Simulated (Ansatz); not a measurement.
Runs of Ansatz 0.2.0 on Cu. It takes space group I4/mmm (No. 139, tetragonal). The conventional cell has a = 2.886 Å, b = 2.886 Å, c = 2.752 Å, α = 90.00°, β = 90.00°, γ = 90.00°. Cu (site symmetry 4/mmm) has 10 Cu at 2.46 to 2.75 Å as nearest neighbours. This isn't the form of Cu at room conditions, which is fcc.

```csv
potentials or basis,cutoff (eV),V0 of scaled cells (Å³/atom),B0 (GPa)
JTH PAW,1350,11.36,166
PseudoDojo standard,1252,(b),168
Ansatz PAW,420,11.36,165
Ansatz PAW earlier set,700,11.36,165
PseudoDojo stringent,1415,(a),167
```

Alike in all rows: task equation of state; level PBEsol; no spin polarisation; cell as given; k mesh 13 × 13 × 13; smearing fermi-dirac 0.05 eV.

Q: Fill in the values left out.

A: (a) 11.35; (b) 11.34.

Caveats: the cell was scaled at fixed shape and fractional positions, which overstates the stiffness of a crystal with free parameters, most of all of layers and chains.
